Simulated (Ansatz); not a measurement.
**Ga2O3 (corundum): gap against strain (epitaxial in the xy plane)**

Ga2O3 built on the corundum prototype, relaxed with r2SCAN in the PAW code Ansatz, then strained (epitaxial in the xy plane; changes of length per length, axes as in the cell below) with the atoms relaxed again within the symmetry that is left. Space group R-3c (No. 167), trigonal; a = 4.985 Å, c = 13.442 Å in the conventional setting, 9.64 Å³ an atom. Ga has 6 O at 1.93–2.07 Å; O has 4 Ga at 1.93–2.07 Å. The values are computed, spin-unpolarised, and not measurements.

```yaml
crystal:
  lattice:
    - [2.49226, 1.43891, 4.48064]
    - [-2.49226, 1.43891, 4.48064]
    - [0.00000, -2.87781, 4.48064]
  atoms:
    - { symbol: Ga, position: [0.85543, 0.85543, 0.85543] }
    - { symbol: Ga, position: [0.35543, 0.35543, 0.35543] }
    - { symbol: Ga, position: [0.14457, 0.14457, 0.14457] }
    - { symbol: Ga, position: [0.64457, 0.64457, 0.64457] }
    - { symbol: O, position: [0.44637, 0.05363, 0.75000] }
    - { symbol: O, position: [0.05363, 0.75000, 0.44637] }
    - { symbol: O, position: [0.55363, 0.94637, 0.25000] }
    - { symbol: O, position: [0.25000, 0.55363, 0.94637] }
    - { symbol: O, position: [0.94637, 0.25000, 0.55363] }
    - { symbol: O, position: [0.75000, 0.44637, 0.05363] }
```

Gaps are the least over each mesh (PBE 6×6×6, r2SCAN 6×6×6, HSE06 4×4×4 when unstrained) and the special points, which keep their unstrained names; stress is the change from the unstrained cell, compression positive.

```csv
strain (%),free normal strain (%),"gap, PBE (eV)","gap, r2SCAN (eV)","gap, HSE06 (eV)","edges, HSE06","in-plane stress, r2SCAN (GPa)","energy rise, r2SCAN (meV/atom)"
-3.0,+2.29,3.226,3.946,5.039,Γ–S₀ (0.40) → Γ,+16.22,28.4
-2.0,+1.51,3.125,3.837,4.922,Γ–S₀ (0.42) → Γ,+10.52,12.4
-1.0,+0.74,3.001,3.706,4.784,Γ–S₀ (0.45) → Γ,+5.12,3.1
0.0,0.00,2.854,3.551,4.622,Γ–S₀ (0.45) → Γ,0.00,0.0
+1.0,-0.72,2.684,3.372,4.435,"(0, 0.161, -1/6) → Γ",-4.85,2.9
+2.0,-1.41,2.493,3.171,4.225,Γ–S₀ (0.42) → Γ,-9.43,11.6
```

Problem. Estimate the row for a strain of +3.0 %.

Solution.
```csv
strain (%),free normal strain (%),"gap, PBE (eV)","gap, r2SCAN (eV)","gap, HSE06 (eV)","edges, HSE06","in-plane stress, r2SCAN (GPa)","energy rise, r2SCAN (meV/atom)"
+3.0,-2.07,2.286,2.951,3.994,"(0, 0.146, -0.151) → Γ",-13.72,25.6
```

Between zero and the nearest strains the slope of the HSE06 gap against strain is -0.163 eV per percent for negative and -0.186 for positive strain.

Where an edge lies off the special points, it is a point of the mesh or the k point where a search put PBE's edge or least direct gap, reused for the other functionals, whose own edges may lie a little apart.

The meshes of the hybrids are coarse, so their gaps aren't converged to the digits shown.
